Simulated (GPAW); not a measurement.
# Re (Fm-3m) in GPAW: further runs, part 2 of 2

GPAW 26.7.0. The steps go on from the part before.

## (3) Fermi surface, SCAN

File run.py:

```python
import json
import numpy as np
from ase import Atoms
from ase.dft.bandgap import bandgap
from ase.io import write
from ase.units import GPa
from gpaw import GPAW, PW

atoms = Atoms(['Re'],
              cell=[[0.0, 1.975, 1.975],
                    [1.975, 0.0, 1.975],
                    [1.975, 1.975, 0.0]],
              scaled_positions=[[0.0, 0.0, 0.0]],
              pbc=True)

calc = GPAW(mode=PW(600),
            xc='MGGA_X_SCAN+MGGA_C_SCAN',
            kpts={'size': (12, 12, 12), 'gamma': True},
            occupations={'name': 'fermi-dirac', 'width': 0.05},
            nbands=15,
            convergence={'density': 1e-05, 'energy': 1e-05},
            maxiter=150,
            txt='gpaw.txt')
atoms.calc = calc
energy = atoms.get_potential_energy()
forces = atoms.get_forces()
stress = atoms.get_stress()
calc.write('gs.gpw')
write('result.traj', atoms)
print(f'Energy: {energy:.6f} eV')
print('Forces (eV/A):')
print(forces.round(4))
print('Stress (GPa):', (stress / GPa).round(3))
print('Fermi level:', round(calc.get_fermi_level(), 4), 'eV')
print(f'Gap: {bandgap(calc)[0]:.4f} eV, direct: {bandgap(calc, direct=True)[0]:.4f} eV')

size = (18, 18, 18)
dense = calc.fixed_density(kpts={'size': size, 'gamma': True}, update_fermi_level=True,
                           convergence={'bands': 'CBM+2.0', 'eigenstates': 1e-7}, txt='dense.txt')
ef = dense.get_fermi_level()
index = np.round(dense.get_bz_k_points() * size).astype(int) % size
recip = 2 * np.pi * atoms.cell.reciprocal()
sheets = []
for s, e_kn in enumerate(dense.eigenvalues()):
    for n in range(e_kn.shape[1] - 2):
        if e_kn[:, n].min() < ef < e_kn[:, n].max():
            e = np.empty(size)
            e[tuple(index.T)] = e_kn[dense.get_bz_to_ibz_map(), n] - ef
            de = np.array([(np.roll(e, -1, c) - np.roll(e, 1, c)) * size[c] / 2 for c in range(3)])
            v = np.linalg.norm(np.einsum('vc,cxyz->vxyz', np.linalg.inv(recip), de), axis=0)
            w = np.exp(-(e / 0.1)**2) / (0.1 * np.pi**0.5)
            sheets.append({'spin': s, 'band': n, 'filled': (e < 0).mean(), 'dos': w.mean(), 'bottom': e.min(), 'top': e.max(),
                           'velocity': (w * v).sum() / w.sum() * 1.519267e5, 'slice': e[:, :, 0].round(3).tolist()})
            print(f'spin {s} band {n}: filled share {sheets[-1]["filled"]:.3f}, from {e.min():.3f} to {e.max():.3f} eV,',
                  f'{w.mean():.3f} states/eV, mean velocity {sheets[-1]["velocity"]:.3e} m/s')
print('Fermi level on the dense mesh:', round(ef, 4), 'eV,', len(sheets), 'sheets')
json.dump({'ef': ef, 'sheets': sheets}, open('fermi.json', 'w'))
```

Potentials or basis: GPAW PAW data sets (gpaw-data 1.2.1), pw.

Started as:

```
> OMP_NUM_THREADS=1 python run.py
```

gpaw.txt:

```text
__  _  _
 | _ |_)|_||  |
 |__||  | ||/\| - 26.7.0

Input parameters:
  mode=PW(ecut=600.0),
  convergence={'density': 1e-05, 'energy': 1e-05},
  kpts=MonkhorstPack(size=(12, 12, 12), gamma=True),
  maxiter=150,
  nbands=15,
  occupations=Occupations(name='fermi-dirac', width=0.05),
  xc=XC(name='MGGA_X_SCAN+MGGA_C_SCAN')

Diagonalizing LCAO Hamiltonian
Converting LCAO to pw mode

       Re

Atoms  # Å, Bohr magnetons
|   | symbol |        x |        y |        z |    initial magnetic moments |
|---|--------|----------|----------|----------|-----------------------------|
| 0 |     Re | 0.000000 | 0.000000 | 0.000000 | ( 0.0000,  0.0000,  0.0000) |

Unit cell  # Å
| periodic |        x |        y |        z |  lengths |    angles |
|----------|----------|----------|----------|----------|-----------|
|      yes | 0.000000 | 1.975000 | 1.975000 | 2.793072 | 60.000000 |
|      yes | 1.975000 | 0.000000 | 1.975000 | 2.793072 | 60.000000 |
|      yes | 1.975000 | 1.975000 | 0.000000 | 2.793072 | 60.000000 |

Number of symmetries: 48
Symmetry operations  # r_c * U_cc + t_c -> r_c
|    | kind |            matrix            |
|----|------|------------------------------|
|  0 |  σ   |  1, 0, 0,  1, 0,-1,  1,-1, 0 |
|  1 |  C2  |  1, 0, 0,  1,-1, 0,  1, 0,-1 |
|  2 |  E   |  1, 0, 0,  0, 1, 0,  0, 0, 1 |
|  3 |  σ   |  1, 0, 0,  0, 0, 1,  0, 1, 0 |
|  4 |  C4  |  1, 0,-1,  1, 0, 0,  1,-1, 0 |
|  5 |  S6  |  1, 0,-1,  1,-1, 0,  1, 0, 0 |
|  6 |  σ   |  1, 0,-1,  0, 1,-1,  0, 0,-1 |
|  7 |  C3  |  1, 0,-1,  0, 0,-1,  0, 1,-1 |
|  8 |  S6  |  1,-1, 0,  1, 0, 0,  1, 0,-1 |
|  9 |  C4  |  1,-1, 0,  1, 0,-1,  1, 0, 0 |
| 10 |  C3  |  1,-1, 0,  0,-1, 1,  0,-1, 0 |
| 11 |  σ   |  1,-1, 0,  0,-1, 0,  0,-1, 1 |
| 12 |  σ   |  0, 1, 0,  1, 0, 0,  0, 0, 1 |
| 13 |  C4  |  0, 1, 0,  0, 1,-1, -1, 1, 0 |
| 14 |  C3  |  0, 1, 0,  0, 0, 1,  1, 0, 0 |
| 15 |  S6  |  0, 1, 0, -1, 1, 0,  0, 1,-1 |
| 16 |  C2  |  0, 1,-1,  1, 0,-1,  0, 0,-1 |
| 17 |  σ   |  0, 1,-1,  0, 1, 0, -1, 1, 0 |
| 18 |  S4  |  0, 1,-1,  0, 0,-1,  1, 0,-1 |
| 19 |  C4  |  0, 1,-1, -1, 1, 0,  0, 1, 0 |
| 20 |  C3  |  0, 0, 1,  1, 0, 0,  0, 1, 0 |
| 21 |  σ   |  0, 0, 1,  0, 1, 0,  1, 0, 0 |
| 22 |  S6  |  0, 0, 1,  0,-1, 1, -1, 0, 1 |
| 23 |  C4  |  0, 0, 1, -1, 0, 1,  0,-1, 1 |
| 24 |  S4  |  0, 0,-1,  1, 0,-1,  0, 1,-1 |
| 25 |  C3  |  0, 0,-1,  0, 1,-1,  1, 0,-1 |
| 26 |  C2  |  0, 0,-1,  0,-1, 0, -1, 0, 0 |
| 27 |  S6  |  0, 0,-1, -1, 0, 0,  0,-1, 0 |
| 28 |  S4  |  0,-1, 1,  1,-1, 0,  0,-1, 0 |
| 29 |  C4  |  0,-1, 1,  0, 0, 1, -1, 0, 1 |
| 30 |  C2  |  0,-1, 1,  0,-1, 0,  1,-1, 0 |
| 31 |  σ   |  0,-1, 1, -1, 0, 1,  0, 0, 1 |
| 32 |  C3  |  0,-1, 0,  1,-1, 0,  0,-1, 1 |
| 33 |  S6  |  0,-1, 0,  0, 0,-1, -1, 0, 0 |
| 34 |  S4  |  0,-1, 0,  0,-1, 1,  1,-1, 0 |
| 35 |  C2  |  0,-1, 0, -1, 0, 0,  0, 0,-1 |
| 36 |  C2  | -1, 1, 0,  0, 1, 0,  0, 1,-1 |
| 37 |  S6  | -1, 1, 0,  0, 1,-1,  0, 1, 0 |
| 38 |  S4  | -1, 1, 0, -1, 0, 1, -1, 0, 0 |
| 39 |  C3  | -1, 1, 0, -1, 0, 0, -1, 0, 1 |
| 40 |  S6  | -1, 0, 1,  0, 0, 1,  0,-1, 1 |
| 41 |  C2  | -1, 0, 1,  0,-1, 1,  0, 0, 1 |
| 42 |  C3  | -1, 0, 1, -1, 1, 0, -1, 0, 0 |
| 43 |  S4  | -1, 0, 1, -1, 0, 0, -1, 1, 0 |
| 44 |  C2  | -1, 0, 0,  0, 0,-1,  0,-1, 0 |
| 45 |  i   | -1, 0, 0,  0,-1, 0,  0, 0,-1 |
| 46 |  σ   | -1, 0, 0, -1, 1, 0, -1, 0, 1 |
| 47 |  C2  | -1, 0, 0, -1, 0, 1, -1, 1, 0 |

BZ-sampling:
  Number of BZ points: 1728
  Number of IBZ points: 72

  Monkhorst-Pack size: [12, 12, 12]
  Monkhorst-Pack shift: [0.041666666666666664, 0.041666666666666664, 0.041666666666666664]

K-points  # in reciprocal-cell coordinates
|     |                                coordinates |     weight |
|-----|--------------------------------------------|------------|
|   0 | ( -0.00000000,  -0.00000000,  -0.00000000) | 0.00057870 |
|   1 | (  0.08333333,   0.08333333,  -0.00000000) | 0.00347222 |
|   2 | (  0.08333333,   0.08333333,   0.08333333) | 0.00462963 |
|   3 | (  0.16666667,   0.08333333,   0.08333333) | 0.00694444 |
|   4 | (  0.16666667,   0.16666667,  -0.00000000) | 0.00347222 |
|   5 | (  0.16666667,   0.16666667,   0.08333333) | 0.01388889 |
|   6 | (  0.16666667,   0.16666667,   0.16666667) | 0.00462963 |
|   7 | (  0.25000000,   0.16666667,   0.08333333) | 0.01388889 |
|   8 | (  0.25000000,   0.16666667,   0.16666667) | 0.01388889 |
|   9 | (  0.25000000,   0.25000000,  -0.00000000) | 0.00347222 |
| ... |                                            |            |
|  71 | (  0.50000000,   0.50000000,   0.50000000) | 0.00231481 |

Plane wave coefficients: 532
Cutoff: 600.0 eV

Spin-components: 1 (collinear spins)
Bands:           15
Projectors:      6
Spin-degeneracy: 2
Datatype:        complex128

Parallelization:
  kpt:    1
  domain: 1
  band:   1

Density:
  Valence electrons: 13.0
  Components: 1
  Grid points: [16 16 16]
  Charge: 0.0  # |e|

Potential:
  Grid points: [16 16 16]

species:
  Re:
    name:    Rhenium
    Z:       75.0
    valence: 13
    core:    62
    charge:  0.0  # [|e|]
    compensation charges:
      type: gauss
      rc: 0.42  # [Å]
      lmax: 2
    cutoffs:
      filter: 2.40  # [Å]
      core: 2.76  # [Å]
    projectors
    | kind |    occ | energy [eV] | rcut [Å] |
    |------|--------|-------------|----------|
    |   6s |  2.000 |      -5.924 |    1.376 |
    |   5p |  6.000 |     -47.045 |    1.376 |
    |   6p |  0.000 |      -1.325 |    1.376 |
    |   5d |  5.000 |      -5.383 |    1.307 |
    |    s |        |      21.287 |    1.376 |
    |    d |        |      21.828 |    1.307 |

    Using partial waves for Re as LCAO basis

Reference energy: -453687.555516  # eV

eigensolver:
  PPCG
  Converge bands: occupied
  niter=2

density mixing:
  MSR1-Mixer
  Pratt-step length: 0.05
  Maximum mixing coefficient: 0.75
  Old densities: 10
  SVD Regularization: 0.005
  Good broyden scale: 1.0
  Trust region scale: 1.0
  Backstep threshold: 4.0
  History deletion threshold: 6.0
  Fourier metric: weight=20.0, sigma=0.015

occupation numbers:
  Fermi-Dirac:
    width: 0.0500  # eV

poisson solver:
  ecut: 4800.0  # eV

xc functional:
  name: MGGA_X_SCAN+MGGA_C_SCAN with 2 nearest neighbor stencil

convergence criteria:
- Maximum integral of absolute [dens]ity change: 1e-05 electrons / valence electron
- Maximum [total energy] change in last 3 cyles: 1e-05 eV / valence electron
- Maximum integral of absolute [eigenst]ate change: 4e-08 eV^2 / valence electron
maximum number of iterations: 150

SCF iterations
|iter     | |      energy | eigst |  dens |
|---------|-|-------------|-------|-------|
|iter:   1| |  -48.284310 | +0.26 |       |
|iter:   2| |  -47.468065 | -1.64 | -1.17 |
|iter:   3| |  -47.320053 | -2.07 | -1.23 |
|iter:   4| |  -47.304671 | -1.97 | -1.58 |
|iter:   5| |  -47.314367 | -2.84 | -2.17 |
|iter:   6| |  -47.315875 | -3.31 | -2.58 |
|iter:   7| |  -47.315927 | -4.54 | -3.20 |
|iter:   8| |  -47.315919c| -5.02 | -3.50 |
|iter:   9| |  -47.315919c| -5.90 | -4.06 |
|iter:  10| |  -47.315918c| -6.45 | -4.61 |
|iter:  11| |  -47.315918c| -7.13 | -4.96 |
|iter:  12| |  -47.315918c| -8.19c| -5.29c|

Converged in 12 steps
Energy contributions relative to reference atoms: (reference = -453687.555516)

Energy contributions:
  Kinetic:          -7.119767
  Coulomb:           4.124381
  Zero:              0.160675
  External:          0.000000
  Xc:              -44.478612
  Entropy:          -0.005190
  Spinorbit:         0.000000
  ----------------------------
  Free energy:     -47.318513
  Extrapolated:    -47.315918

dipole moment: (-13.732581, -13.732581, -13.732581)  # |e|*Ang

Fermi level: 13.496
Eigenvalues  # (at kpt = [-0.000, -0.000, -0.000])
| band index |      eig [eV] | occ [0-2] |
|------------|---------------|-----------|
|          0 |       -28.658 |     2.000 |
|          1 |       -28.658 |     2.000 |
|          2 |       -28.658 |     2.000 |
|          3 |         2.711 |     2.000 |
|          4 |        11.458 |     2.000 |
|          5 |        11.458 |     2.000 |
|          6 |        11.458 |     2.000 |
|          7 |        14.908 |     0.000 |
|          8 |        14.908 |     0.000 |
|          9 |        27.646 |     0.000 |
|         10 |        33.457 |     0.000 |
|         11 |        33.457 |     0.000 |
|         12 |        33.457 |     0.000 |
|         13 |        38.176 |     0.000 |
|         14 |        43.800 |     0.000 |

No gap
No difference between direct/indirect transitions

Forces  # eV/Ang
|       x |       y |       z |
|---------|---------|---------|
| 0.00000 | 0.00000 | 0.00000 |  # Re   0

Stress tensor  # eV/Ang^3
|        x |         y |         z |
|----------|-----------|-----------|
| 0.149951 |  0.000000 |  0.000000 |
| 0.000000 |  0.149951 | -0.000000 |
| 0.000000 | -0.000000 |  0.149951 |

# Writing to gs.gpw (mode='')
```

Run time: 77 s. Hardware: 1 thread of Arm Neoverse V1, shared host; peak memory 0.3 GiB.

What came out:

```
Free energy            : -47.3185 eV
Pressure               : -24.0 GPa
Band gap on the k mesh : none (metal or under the smearing width)
```

Levels at points of the mesh, in eV from the Fermi level:
```
           k point  band 5  band 6  band 7  band 8  band 9  band 10
(0.00, 0.00, 0.00)   -2.04   -2.04   -2.04    1.41    1.41    14.15
(0.50, 0.50, 0.00)   -6.06    2.42    3.90    4.42    4.42    12.13
(0.50, 0.50, 0.50)   -2.07   -2.07   -0.15    3.80    3.80     9.54
```

Caveat: so large a pressure means that the cell lies far from this level's equilibrium, or that cutoff or potentials fall short; the potentials were made for another functional, which shifts forces and pressure. The run has no spin-orbit coupling, so splittings on Re are missing.

## (4) Elastic constants, SCAN+D3(BJ), 15.41 Å³/atom

File run.py:

```python
import json
import numpy as np
import spglib
from ase.calculators.mixing import SumCalculator
from ase.constraints import FixSymmetry
from ase.filters import FrechetCellFilter
from ase.io import read, write
from ase.optimize import BFGS
from ase.stress import full_3x3_to_voigt_6_stress, voigt_6_to_full_3x3_strain, voigt_6_to_full_3x3_stress
from ase.units import GPa
from dftd3.ase import DFTD3
from gpaw import GPAW, PW

atoms = read('Re.cif')

calc = GPAW(mode=PW(600),
            xc='MGGA_X_SCAN+MGGA_C_SCAN',
            kpts={'size': (12, 12, 12), 'gamma': True},
            occupations={'name': 'fermi-dirac', 'width': 0.15},
            nbands=15,
            convergence={'density': 1e-06, 'eigenstates': 1e-09},
            random=True,
            maxiter=50,
            symmetry={'tolerance': 0.001},
            txt='gpaw.txt')
atoms.calc = SumCalculator([calc, DFTD3(method='scan', damping='d3bj')])
atoms.set_constraint(FixSymmetry(atoms))
BFGS(FrechetCellFilter(atoms), trajectory='relax.traj', logfile='-').run(fmax=0.005, steps=40)
atoms.set_constraint()
energy = atoms.get_potential_energy()
forces = atoms.get_forces()
stress = atoms.get_stress()
calc.write('gs.gpw')
write('result.traj', atoms)
print('Cell:', atoms.cell.cellpar().round(4))
print(atoms.get_scaled_positions().round(5))

gpts = tuple(int(n) for n in calc.get_number_of_grid_points())
cell = atoms.cell[:].T
dataset = spglib.get_symmetry((atoms.cell[:], atoms.get_scaled_positions(), atoms.numbers), symprec=1e-4)
rotations = [cell @ w @ np.linalg.inv(cell) for w in dataset['rotations']]
strains, clamped, relaxed = [], [], []
for v in [0]:
    for e in (-0.005, 0.005):
        voigt = np.zeros(6)
        voigt[v] = e
        F = voigt_6_to_full_3x3_strain(voigt)
        a = atoms.copy()
        a.set_cell(atoms.cell[:] @ F, scale_atoms=True)
        c = GPAW(mode=PW(600),
                 xc='MGGA_X_SCAN+MGGA_C_SCAN',
                 kpts={'size': (12, 12, 12), 'gamma': True},
                 occupations={'name': 'fermi-dirac', 'width': 0.15},
                 nbands=15,
                 convergence={'density': 1e-06, 'eigenstates': 1e-09},
                 random=True,
                 maxiter=50,
                 symmetry={'tolerance': 0.001},
                 gpts=gpts,
                 txt=f'strain-{v}{e:+.3f}.txt')
        a.calc = SumCalculator([c, DFTD3(method='scan', damping='d3bj')])
        s0 = s1 = a.get_stress() - stress
        print(v, e, 'clamped', (s0 / GPa).round(3), 'relaxed', (s1 / GPa).round(3), flush=True)
        for R in rotations:  # images under the point group
            eps = R @ (F - np.eye(3)) @ R.T
            strains.append(full_3x3_to_voigt_6_stress(eps) * [1, 1, 1, 2, 2, 2])
            for s, rows in ((s0, clamped), (s1, relaxed)):
                rows.append(full_3x3_to_voigt_6_stress(R @ voigt_6_to_full_3x3_stress(s) @ R.T))

C0, C = (np.linalg.lstsq(np.array(strains), np.array(s), rcond=None)[0].T / GPa for s in (clamped, relaxed))
print('Clamped-ion Cij (GPa):')
print(C0.round(1))
print('Relaxed-ion Cij (GPa):')
print(C.round(1))
json.dump({'clamped': C0.tolist(), 'relaxed': C.tolist()}, open('elastic.json', 'w'))
```

File Re.cif:

```cif
data_Re
_cell_length_a 2.79307179
_cell_length_b 2.79307179
_cell_length_c 2.79307179
_cell_angle_alpha 60.00000000
_cell_angle_beta 60.00000000
_cell_angle_gamma 60.00000000
_space_group_name_H-M_alt 'P1'
_space_group_name_Hall 'P 1'
_space_group_IT_number 1
loop_
_space_group_symop_operation_xyz
'x,y,z'
loop_
_atom_site_label
_atom_site_type_symbol
_atom_site_symmetry_multiplicity
_atom_site_Wyckoff_symbol
_atom_site_fract_x
_atom_site_fract_y
_atom_site_fract_z
_atom_site_occupancy
Re1 Re 1 a 0.0000000000 0.0000000000 0.0000000000 1
```

Potentials or basis: GPAW PAW data sets (gpaw-data 1.2.1), pw.

Started as:

```
> OMP_NUM_THREADS=1 python run.py
```

gpaw.txt:

```text
__  _  _
 | _ |_)|_||  |
 |__||  | ||/\| - 26.7.0

Input parameters:
  mode=PW(ecut=600.0),
  convergence={'density': 1e-06, 'eigenstates': 1e-09},
  kpts=MonkhorstPack(size=(12, 12, 12), gamma=True),
  maxiter=50,
  nbands=15,
  occupations=Occupations(name='fermi-dirac', width=0.15),
  random=True,
  symmetry=Symmetry(tolerance=0.001),
  xc=XC(name='MGGA_X_SCAN+MGGA_C_SCAN')
Initializing wave functions with random numbers

       Re

Atoms  # Å, Bohr magnetons
|   | symbol |        x |        y |        z |    initial magnetic moments |
|---|--------|----------|----------|----------|-----------------------------|
| 0 |     Re | 0.000000 | 0.000000 | 0.000000 | ( 0.0000,  0.0000,  0.0000) |
[... 168 lines left out ...]
SCF iterations
|iter     | |      energy | eigst |  dens |
|---------|-|-------------|-------|-------|
|iter:   1| |  -44.409496 | +3.33 |       |
|iter:   2| |  -47.404383 | +0.44 | -1.23 |
|iter:   3| |-23832.263163 | +4.95 | -1.23 |
|iter:   4| |  -46.177166 | +2.00 | +1.02 |
|iter:   5| |  -47.272318 | -0.58 | -1.15 |
|iter:   6| |  -47.291966 | -2.19 | -1.83 |
|iter:   7| |  -47.299165 | -2.66 | -2.06 |
|iter:   8| |  -47.299028 | -3.37 | -2.42 |
|iter:   9| |  -47.299239c| -4.21 | -2.94 |
|iter:  10| |  -47.299748c| -4.82 | -3.06 |
|iter:  11| |  -47.299883c| -6.02 | -3.69 |
|iter:  12| |  -47.299916c| -6.51 | -4.22 |
|iter:  13| |  -47.299950c| -7.38 | -4.40 |
|iter:  14| |  -47.299959c| -8.28 | -5.24 |
|iter:  15| |  -47.299961c| -8.86 | -5.64 |
|iter:  16| |  -47.299961c| -9.87c| -6.34c|
[... 38 lines left out ...]
No gap
No difference between direct/indirect transitions

[... 249 lines left out ...]
|-----------|-----------|-----------|
| -0.092241 |  0.000000 |  0.000000 |
|  0.000000 | -0.092241 | -0.000000 |
| -0.000000 | -0.000000 | -0.092241 |

Forces  # eV/Ang
|       x |        y |        z |
|---------|----------|----------|
| 0.00000 | -0.00000 | -0.00000 |  # Re   0

Interpolating wave functions to new cell

       Re
[... 174 lines left out ...]
|iter     | |      energy | eigst |  dens |
|---------|-|-------------|-------|-------|
|iter:   1| |  -49.965243 | -0.23 |       |
|iter:   2| |  -47.399325 | -1.72 | -1.67 |
|iter:   3| |  -47.375793 | -2.81 | -1.84 |
|iter:   4| |  -47.368966 | -3.06 | -2.02 |
|iter:   5| |  -47.370356 | -4.10 | -2.26 |
|iter:   6| |  -47.375746 | -3.07 | -2.31 |
|iter:   7| |  -47.377548 | -4.01 | -2.57 |
|iter:   8| |  -47.378541c| -4.49 | -2.80 |
|iter:   9| |  -47.379257c| -5.00 | -3.13 |
|iter:  10| |  -47.379554c| -5.68 | -3.68 |
|iter:  11| |  -47.379624c| -7.15 | -4.49 |
|iter:  12| |  -47.379635c| -7.73 | -4.94 |
|iter:  13| |  -47.379633c| -8.52 | -5.48 |
|iter:  14| |  -47.379634c| -9.22c| -5.98 |
|iter:  15| |  -47.379633c| -9.91c| -6.36c|

Converged in 15 steps
Energy contributions relative to reference atoms: (reference = -453687.555516)

Energy contributions:
  Kinetic:           3.436841
  Coulomb:          -4.735871
  Zero:              0.155173
  External:          0.000000
  Xc:              -46.209033
  Entropy:          -0.053487
  Spinorbit:         0.000000
  ----------------------------
  Free energy:     -47.406377
  Extrapolated:    -47.379633
[... 26 lines left out ...]
Stress tensor  # eV/Ang^3
|         x |         y |         z |
|-----------|-----------|-----------|
| -0.006571 |  0.000000 | -0.000000 |
|  0.000000 | -0.006571 |  0.000000 |
|  0.000000 |  0.000000 | -0.006571 |

Forces  # eV/Ang
|       x |        y |        z |
|---------|----------|----------|
| 0.00000 | -0.00000 | -0.00000 |  # Re   0

Interpolating wave functions to new cell

       Re
[... 234 lines left out ...]
Stress tensor  # eV/Ang^3
|         x |         y |         z |
|-----------|-----------|-----------|
| -0.012215 |  0.000000 |  0.000000 |
|  0.000000 | -0.012215 | -0.000000 |
|  0.000000 | -0.000000 | -0.012215 |

Forces  # eV/Ang
|       x |       y |       z |
|---------|---------|---------|
| 0.00000 | 0.00000 | 0.00000 |  # Re   0

# Writing to gs.gpw (mode='')
```

It took 7.9 min on 1 thread of Arm Neoverse V1, shared host; peak memory 0.7 GiB.

What came out:

| Quantity | Value |
| --- | --- |
| Free energy | -47.5828 eV |
| Relaxed volume | 14.31 Å³/atom |
| Relaxed cell | a = 2.725 Å, b = 2.725 Å, c = 2.725 Å, α = 60.00°, β = 60.00°, γ = 60.00° |
| Space group after relaxing (to 0.05 Å) | Fm-3m (No. 225) |
| Pressure after relaxing | 0.0 GPa |
| Band gap on the k mesh | none (metal or under the smearing width) |
| Voigt bulk modulus | 397 GPa |
| Bulk modulus (Hill) | 397 GPa |
| Shear modulus (Hill) | 201 GPa |
| Young's modulus | 515 GPa |
| Poisson's ratio (from the elastic constants) | 0.28 |
| Dispersion energy per atom | -0.177 eV |

Caveat: the density grid can change from cell to cell, which puts small steps into energies and stress; elastic constants of metals need much finer meshes, so these are rough; the PAW data sets were made with another functional, which shifts forces and pressure a little; pairwise dispersion overbinds metals, which lowers pressure and volume.
